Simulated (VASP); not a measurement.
# CdTe (F-43m) in VASP: further runs

Runs on CdTe. Level: PBE. Tasks: single point, relaxation of cell and atoms.

Everything below comes from runs of VASP 6.6.1. Logs are shortened: lines on timing, memory, paths and dates and some standing lists are left out, and cuts for length are marked.

**Measured values to compare with.**

From a printed reference work, data compilation, for a bulk crystal of CdTe at 0 K: band gap 1.607 eV.

The results are compared with them further down.

## (1) The crystal as given

The structure is cubic, space group F-43m (No. 216). The conventional cell has a = 6.619 Å, b = 6.619 Å, c = 6.619 Å, α = 90.00°, β = 90.00°, γ = 90.00°. Cd (site symmetry -43m) is surrounded by 4 Te at 2.87 Å. Te (site symmetry -43m) has 4 Cd at 2.87 Å as nearest neighbours.

The cell is a database's computed one.

## (2) Single point, PBE

INCAR

```
SYSTEM = CdTe
PREC = Accurate
ENCUT = 520
EDIFF = 1E-7
ISMEAR = 0
SIGMA = 0.02
LREAL = .FALSE.
LASPH = .TRUE.
NELM = 100
ALGO = Fast
ISIF = 2
LWAVE = .FALSE.
LCHARG = .FALSE.
GGA = PE
NBANDS = 16
```

KPOINTS

```
Automatic mesh
0
G
  8 8 8
  0 0 0
```

POSCAR

```
CdTe
1.0
    0.0000000000      3.3096311561      3.3096311561
    3.3096311561      0.0000000000      3.3096311561
    3.3096311561      3.3096311561      0.0000000000
Cd Te
1 1
Direct
    0.0000000000      0.0000000000      0.0000000000
    0.7500000000      0.7500000000      0.7500000000
```

Potentials or basis: VASP PAW PBE potentials, release 64 (Cd, Te).

Run with:

```console
cat potpaw_PBE.64/Cd/POTCAR potpaw_PBE.64/Te/POTCAR > POTCAR
mpirun -np 1 vasp_std > vasp.out
```

OUTCAR:

```text
SYSTEM = CdTe
   PREC = Accurate
   ENCUT = 520
   EDIFF = 1E-7
   ISMEAR = 0
   LREAL = .FALSE.
   LASPH = .TRUE.
   NELM = 100
   ISIF = 2
   GGA = PE

 ion  position               nearest neighbor table
   1  0.000  0.000  0.000-   2 2.87   2 2.87   2 2.87   2 2.87
   2  0.750  0.750  0.750-   1 2.87   1 2.87   1 2.87   1 2.87

  LATTYP: Found a face centered cubic cell.
 ALAT       =     6.6192623122

  Lattice vectors:

 A1 = (   0.0000000000,   3.3096311561,   3.3096311561)
 A2 = (   3.3096311561,   0.0000000000,   3.3096311561)
 A3 = (   3.3096311561,   3.3096311561,   0.0000000000)

Analysis of symmetry for initial positions (statically):
=====================================================================
 Subroutine PRICEL returns:
 Original cell was already a primitive cell.

 Routine SETGRP: Setting up the symmetry group for a
 face centered cubic supercell.

 Subroutine GETGRP returns: Found 24 space group operations
 (whereof 24 operations were pure point group operations)
 out of a pool of 48 trial point group operations.

The static configuration has the point symmetry T_d .

Analysis of symmetry for dynamics (positions and initial velocities):
=====================================================================
 Subroutine PRICEL returns:
 Original cell was already a primitive cell.

 Routine SETGRP: Setting up the symmetry group for a
 face centered cubic supercell.

 Subroutine GETGRP returns: Found 24 space group operations
 (whereof 24 operations were pure point group operations)
 out of a pool of 48 trial point group operations.

The dynamic configuration has the point symmetry T_d .

 Subroutine INISYM returns: Found 24 space group operations
 (whereof 24 operations are pure point group operations),
 and found     1 'primitive' translations

----------------------------------------------------------------------------------------

                                     Primitive cell

  volume of cell :      72.5051

  direct lattice vectors                    reciprocal lattice vectors
     0.000000000  3.309631156  3.309631156    -0.151074236  0.151074236  0.151074236
     3.309631156  0.000000000  3.309631156     0.151074236 -0.151074236  0.151074236
     3.309631156  3.309631156  0.000000000     0.151074236  0.151074236 -0.151074236

  length of vectors
     4.680525267  4.680525267  4.680525267     0.261668253  0.261668253  0.261668253

  position of ions in fractional coordinates (direct lattice)
     0.000000000  0.000000000  0.000000000
     0.750000000  0.750000000  0.750000000

  ion indices of the primitive-cell ions
   primitive index   ion index
                 1           1
                 2           2

----------------------------------------------------------------------------------------

 KPOINTS: Automatic mesh

Automatic generation of k-mesh.
 Grid dimensions read from file:
 generate k-points for:    8    8    8

 Generating k-lattice:

  Cartesian coordinates                     Fractional coordinates (reciprocal lattice)
    -0.018884280  0.018884280  0.018884280     0.125000000  0.000000000  0.000000000
     0.018884280 -0.018884280  0.018884280     0.000000000  0.125000000  0.000000000
     0.018884280  0.018884280 -0.018884280     0.000000000  0.000000000  0.125000000

  Length of vectors
     0.032708532  0.032708532  0.032708532

  Shift w.r.t. Gamma in fractional coordinates (k-lattice)
     0.000000000  0.000000000  0.000000000

 Subroutine IBZKPT returns following result:
 ===========================================

 Found     29 irreducible k-points:

 Following reciprocal coordinates:
            Coordinates               Weight
  0.000000  0.000000  0.000000      1.000000
  0.125000  0.000000  0.000000      8.000000
  0.250000  0.000000  0.000000      8.000000
  0.375000  0.000000  0.000000      8.000000
  0.500000  0.000000  0.000000      4.000000
  0.125000  0.125000  0.000000      6.000000
[... 16 lines left out ...]
  0.500000  0.250000  0.125000     48.000000
 -0.375000  0.250000  0.125000     24.000000
 [... further k-points ...]
   k-points           NKPTS =     29   k-points in BZ     NKDIM =     29   number of bands    NBANDS=     16
   number of dos      NEDOS =    301   number of ions     NIONS =      2
   total plane-waves  NPLWV =  46656
   dimension x,y,z NGX =    36 NGY =   36 NGZ =   36
   dimension x,y,z NGXF=    72 NGYF=   72 NGZF=   72
   ions per type =               1   1
   NGX,Y,Z   is equivalent  to a cutoff of  12.79, 12.79, 12.79 a.u.
   NGXF,Y,Z  is equivalent  to a cutoff of  25.57, 25.57, 25.57 a.u.
 SYSTEM =  CdTe
   PREC   = accura    normal or accurate (medium, high low for compatibility)
   ISTART =      0    job   : 0-new  1-cont  2-samecut
   ICHARG =      2    charge: 1-file 2-atom 10-const
   ISPIN  =      1    spin polarized calculation?
   LNONCOLLINEAR =      F non collinear calculations
   LSORBIT =      F    spin-orbit coupling
   LASPH  =      T    aspherical Exc in radial PAW
   ENCUT  =  520.0 eV  38.22 Ry    6.18 a.u.   8.70  8.70  8.70*2*pi/ulx,y,z
   NELM   =    100;   NELMIN=  2; NELMDL= -5     # of ELM steps
   EDIFF  = 0.1E-06   stopping-criterion for ELM
   LREAL  =      F    real-space projection
   EDIFFG = 0.1E-05   stopping-criterion for IOM
   NSW    =      0    number of steps for IOM
   IBRION =     -1    ionic relax: 0-MD 1-quasi-New 2-CG
   NFREE  =      0    steps in history (QN), initial steepest desc. (CG)
   ISIF   =      2    stress and relaxation
   ISYM   =      2    0-nonsym 1-usesym 2-fastsym
   POTIM  = 0.5000    time-step for ionic-motion
   TEBEG  =    0.0;   TEEND  =   0.0 temperature during run
   PSTRESS=    0.0 pullay stress
   NELECT =      18.0000    total number of electrons
   NUPDOWN=      -1.0000    fix difference up-down
   EMIN   =  10.00;   EMAX   =-10.00  energy-range for DOS
   EFERMI =   0.00;   METHOD = LEGACY
   ISMEAR =     0;   SIGMA  =   0.02  broadening in eV -4-tet -1-fermi 0-gaus
   EFERMI_NEDOS =   21; number of points for ismear=-14 and -15
   IALGO  =     68    algorithm
   IMIX   =      4    mixing-type and parameters
     AMIX     =   0.40;   BMIX     =  1.00
     AMIX_MAG =   1.60;   BMIX_MAG =  1.00
  volume/ion in A,a.u.               =      36.25       244.64
  Fermi-wavevector in a.u.,A,eV,Ry     =   1.028907  1.944352 14.403799  1.058649
  Thomas-Fermi vector in A             =   2.162927
   LORBIT       =      0    0 simple, 1 ext, 2 COOP (PROOUT), +10 PAW based schemes
   GGA     = PE    functional components
   LHFCALC =     F    Hartree Fock is set to
   AEXX    =    0.0000 exact exchange contribution
   IVDW    =     0    specifies the selected vdW correction
   LEPSILON=     F    determine dielectric tensor
   LRPA    =     F    only Hartree local field effects (RPA)
 non-spin polarized calculation
 RMM-DIIS sequential band-by-band and
 Gauss-broadening in eV      SIGMA  =   0.02
  energy-cutoff  :      520.00
  volume of cell :       72.51
 maximum number of plane-waves:      1964
   NGX = 17   NGY = 17   NGZ = 17

 number of electron      18.0000006 magnetization

 Free energy of the ion-electron system (eV)
  ---------------------------------------------------
  ext. energy  EPLUGINS =         0.00000000
  ---------------------------------------------------
  free energy    TOTEN  =        -4.81206780 eV

  energy without entropy =       -4.81206780  energy(sigma->0) =       -4.81206780

 E-fermi :   1.8979     XC(G=0):  -8.3066

 val. band max:        1.7935109001   @ k =   0.0000   0.0000   0.0000
 cond. band min:       2.3747721698   @ k =   0.0000   0.0000   0.0000
 fundamental gap:      0.5812612697
 Fermi energy:         1.8978676151

 k-point     1 :       0.0000    0.0000    0.0000
  band No.  band energies     occupation
      1      -9.0379      2.00000
      2      -6.2951      2.00000
      3      -6.2951      2.00000
      4      -6.2951      2.00000
      5      -6.0787      2.00000
      6      -6.0787      2.00000
[... 8 lines left out ...]
     15      11.0390      0.00000
     16      11.0390      0.00000

 k-point     2 :       0.1250    0.0000    0.0000
  band No.  band energies     occupation
      1      -8.9877      2.00000
      2      -6.2860      2.00000
      3      -6.2860      2.00000
      4      -6.2527      2.00000
      5      -6.0793      2.00000
      6      -6.0793      2.00000
[... 8 lines left out ...]
     15      10.3978      0.00000
     16      10.3978      0.00000

 k-point     3 :       0.2500    0.0000    0.0000
  band No.  band energies     occupation
      1      -8.8666      2.00000
      2      -6.2655      2.00000
      3      -6.2655      2.00000
      4      -6.1154      2.00000
      5      -6.0788      2.00000
      6      -6.0788      2.00000
[... 8 lines left out ...]
     15      10.1979      0.00000
     16      10.1979      0.00000

 k-point     4 :       0.3750    0.0000    0.0000
  band No.  band energies     occupation
      1      -8.7470      2.00000
      2      -6.2484      2.00000
      3      -6.2484      2.00000
      4      -6.0744      2.00000
      5      -6.0744      2.00000
      6      -5.9017      2.00000
[... 8 lines left out ...]
     15      10.9416      0.00000
     16      10.9416      0.00000
[... 324 lines left out ...]
 k-point    22 :       0.3750    0.2500    0.1250
  band No.  band energies     occupation
      1      -8.7783      2.00000
      2      -6.2421      2.00000
      3      -6.2323      2.00000
      4      -6.1130      2.00000
      5      -6.0702      2.00000
      6      -5.9924      2.00000
[... 8 lines left out ...]
     15      11.4491      0.00000
     16      12.0430      0.00000

 k-point    23 :       0.5000    0.2500    0.1250
  band No.  band energies     occupation
      1      -8.6849      2.00000
      2      -6.2258      2.00000
      3      -6.2174      2.00000
      4      -6.0996      2.00000
      5      -6.0702      2.00000
      6      -5.8030      2.00000
[... 8 lines left out ...]
     15      11.6064      0.00000
     16      12.3595      0.00000

 k-point    24 :      -0.3750    0.2500    0.1250
  band No.  band energies     occupation
      1      -8.6472      2.00000
      2      -6.2213      2.00000
      3      -6.2115      2.00000
      4      -6.0906      2.00000
      5      -6.0736      2.00000
      6      -5.6946      2.00000
[... 8 lines left out ...]
     15      11.8021      0.00000
     16      12.2341      0.00000

 [... further k-points ...]

------------------------ aborting loop because EDIFF is reached ----------------------------------------

  FORCE on cell =-STRESS in cart. coord.  units (eV):
  Direction    XX          YY          ZZ          XY          YZ          ZX
  --------------------------------------------------------------------------------------
  -------------------------------------------------------------------------------------
  Total        0.0390992      0.0390992      0.0390992      0.0000000      0.0000000      0.0000000
  in kB        0.8639920      0.8639920      0.8639920      0.0000000      0.0000000      0.0000000
  external PRESSURE =       0.8639920 kB  Pullay stress =       0.0000000 kB

 VOLUME and BASIS-vectors are now :
 -----------------------------------------------------------------------------
  energy-cutoff  :      520.00
  volume of cell :       72.51
      direct lattice vectors                 reciprocal lattice vectors
     0.000000000  3.309631156  3.309631156    -0.151074236  0.151074236  0.151074236
     3.309631156  0.000000000  3.309631156     0.151074236 -0.151074236  0.151074236
     3.309631156  3.309631156  0.000000000     0.151074236  0.151074236 -0.151074236

 POSITION                                       TOTAL-FORCE (eV/Angst)
 -----------------------------------------------------------------------------------
      0.00000      0.00000      0.00000        -0.000000      0.000000     -0.000000
      4.96445      4.96445      4.96445         0.000000     -0.000000      0.000000
 -----------------------------------------------------------------------------------
    total drift:                                0.000000      0.000000      0.000001

  FREE ENERGIE OF THE ION-ELECTRON SYSTEM (eV)
  ---------------------------------------------------
  free  energy   TOTEN  =        -4.8120678021 eV

  energy  without entropy=       -4.8120678021  energy(sigma->0) =       -4.81206780
```

Run time: 22 s. Hardware: 1 thread of AMD EPYC 9R45 (Zen 5), shared host; peak memory 0.19 GiB.

What came out:

```yaml
Free_energy: -4.8121 eV
Pressure: 0.1 GPa
Band_gap_on_the_k_mesh: 0.58 eV, direct
```

Caveat: spin-orbit coupling is left out, which moves the levels of the heavy elements.

## (3) Relaxation of cell and atoms, PBE

This run uses another cell than the first one, of 35.36 Å³/atom, 0.975 times its volume.

INCAR

```
SYSTEM = CdTe
PREC = Accurate ; ENCUT = 600
EDIFF = 1E-6 ; ISMEAR = 0
SIGMA = 0.02 ; LREAL = .FALSE.
LASPH = .TRUE. ; NELM = 100
ALGO = Fast ; ISIF = 3
LWAVE = .FALSE. ; LCHARG = .FALSE.
GGA = PE ; IBRION = 2
NSW = 100 ; EDIFFG = -0.005
```

KPOINTS

```
regular mesh
0
G
  8 8 8
  0 0 0
```

POSCAR

```
CdTe
1.0
    0.0000000000      3.2821135600      3.2821135600
    3.2821135600      0.0000000000      3.2821135600
    3.2821135600      3.2821135600      0.0000000000
Cd Te
1 1
Direct
    0.0000000000      0.0000000000      0.0000000000
    0.7500000000      0.7500000000      0.7500000000
```

Potentials or basis: VASP PAW PBE potentials, release 64 (Cd, Te).

Run with:

```console
cat potpaw_PBE.64/Cd/POTCAR potpaw_PBE.64/Te/POTCAR > POTCAR
mpirun -np 1 vasp_std > vasp.out
```

Run time: 50 s. Hardware: 1 thread of AMD EPYC 9R45 (Zen 5), shared host; peak memory 0.22 GiB.

The run converged. Its results:

```yaml
Free_energy: -4.8114 eV
Relaxed_volume: 36.31 Å³/atom
Relaxed_cell: a = 4.683 Å, b = 4.683 Å, c = 4.683 Å, α = 60.00°, β = 60.00°, γ = 60.00°
Space_group_after_relaxing_to_0.05_Å: F-43m (No. 216)
Energy_gained_by_relaxing: 2.9 meV/atom
Ionic_steps: 3
Pressure_after_relaxing: 0.0 GPa
Band_gap_on_the_k_mesh: 0.58 eV, direct
```

The path:
```
step  energy change (eV)  largest force (eV/Å)  pressure (GPa)  volume (Å³)
   1              0.0000                0.0000            0.99        70.71
   2             -0.0056                0.0000           -0.17        72.98
   3             -0.0058                0.0000            0.02        72.62
```

Final structure:
```xyz
2
Lattice="0.0000 3.3113 3.3113 3.3113 0.0000 3.3113 3.3113 3.3113 0.0000" Properties=species:S:1:pos:R:3 pbc="T T T"
Cd    0.0000    0.0000    0.0000
Te    4.9670    4.9670    4.9670
```

Levels at points of the mesh, in eV from the valence-band top:
```csv
k point,band 6,band 7,band 8,band 9,band 10,band 11,band 12,band 13
"(0.00, 0.00, 0.00)",-7.87,0.00,0.00,0.00,0.58,4.64,4.64,4.64
"(0.50, 0.00, 0.00)",-7.57,-4.07,-0.68,-0.68,1.75,5.21,5.21,7.01
"(0.50, 0.50, 0.00)",-7.45,-4.00,-1.65,-1.65,2.67,2.75,8.50,8.80
```

Caveat: spin-orbit coupling is left out, which moves the levels of the heavy elements.

## (4) Single point, PBE (the perfect crystal in a cell of 16 atoms)

INCAR

```
SYSTEM = CdTe
  PREC = Accurate
  ENCUT = 520
  EDIFF = 1E-6
  ISMEAR = 0
  SIGMA = 0.01
  LREAL = Auto
  LASPH = .True.
  NELM = 100
  ALGO = Fast
  ISIF = 2
  LWAVE = .False.
  LCHARG = .False.
  GGA = PE
  NBANDS = 86
```

KPOINTS

```
Automatic mesh
0
Gamma
  3 3 3
  0 0 0
```

POSCAR

```
CdTe
1.0
    0.0000000000      6.6192623122     -6.6192623122
    6.6192623122      6.6192623122      0.0000000000
    6.6192623122      0.0000000000     -6.6192623122
Cd Te
8 8
Direct
    0.5000000000      0.0000000000      0.5000000000
    0.5000000000      0.5000000000      0.5000000000
    0.0000000000      0.0000000000      0.5000000000
    0.0000000000      0.5000000000      0.5000000000
    0.5000000000      0.0000000000      0.0000000000
    0.5000000000      0.5000000000      0.0000000000
    0.0000000000      0.0000000000      0.0000000000
    0.0000000000      0.5000000000      0.0000000000
    0.1250000000      0.1250000000      0.1250000000
    0.1250000000      0.6250000000      0.1250000000
    0.6250000000      0.1250000000      0.1250000000
    0.6250000000      0.6250000000      0.1250000000
    0.1250000000      0.1250000000      0.6250000000
    0.1250000000      0.6250000000      0.6250000000
    0.6250000000      0.1250000000      0.6250000000
    0.6250000000      0.6250000000      0.6250000000
```

Run with:

```console
cat potpaw_PBE.64/Cd/POTCAR potpaw_PBE.64/Te/POTCAR > POTCAR
mpirun -np 1 vasp_std > vasp.out
```

It took 4.2 min on 1 thread of AMD EPYC 9R45 (Zen 5), shared host; peak memory 0.72 GiB.

It converged, with:

```yaml
Free_energy: -38.4657 eV
Pressure: 0.1 GPa
Band_gap_on_the_k_mesh: 0.58 eV
```

Levels at points of the mesh, in eV from the valence-band top:
```tsv
k point	band 69	band 70	band 71	band 72	band 73	band 74	band 75	band 76
(0.00, 0.00, 0.00)	-0.69	0.00	0.00	0.00	0.58	1.75	1.75	1.75
```

Caveat: spin-orbit coupling is left out, which moves the levels of the heavy elements.

## (5) Summary

| task | cell | k mesh | cutoff (eV) | smearing | gap on the mesh (eV) | pressure (GPa) |
| --- | --- | --- | --- | --- | --- | --- |
| single point | F-43m, 36.25 Å³/atom | 8 × 8 × 8 | 520 | gaussian 0.02 eV | 0.58 | 0.1 |
| relaxation of cell and atoms | relaxed | 8 × 8 × 8 | 600 | gaussian 0.02 eV | 0.58 | 0.0 |
| single point | the perfect crystal in a cell of 16 atoms | 3 × 3 × 3 | 520 | gaussian 0.01 eV | 0.58 | 0.1 |

Alike in all rows: level PBE; potentials or basis VASP PAW PBE potentials, release 64 (Cd, Te); no spin polarisation.

Caveats: spin-orbit coupling is left out, which moves the levels of the heavy elements.

Total energies depend on the potentials used, so only differences within one code and one set of settings carry meaning.

## (6) How close it comes

Step 2. Measured gap of CdTe: 1.607 eV (0 K; a printed reference work, data compilation). This calculation gives 0.58 eV (-1.03 eV). So large a miss can be the level of theory's own, or it may mean another phase, state or a wrong row. Spin-orbit coupling on Cd, Te is left out. The value is that of PBE, without temperature or zero-point motion. Semilocal functionals fall short of measured gaps as a rule. The cell is a database's relaxed one, not the measured one, which moves gaps too.
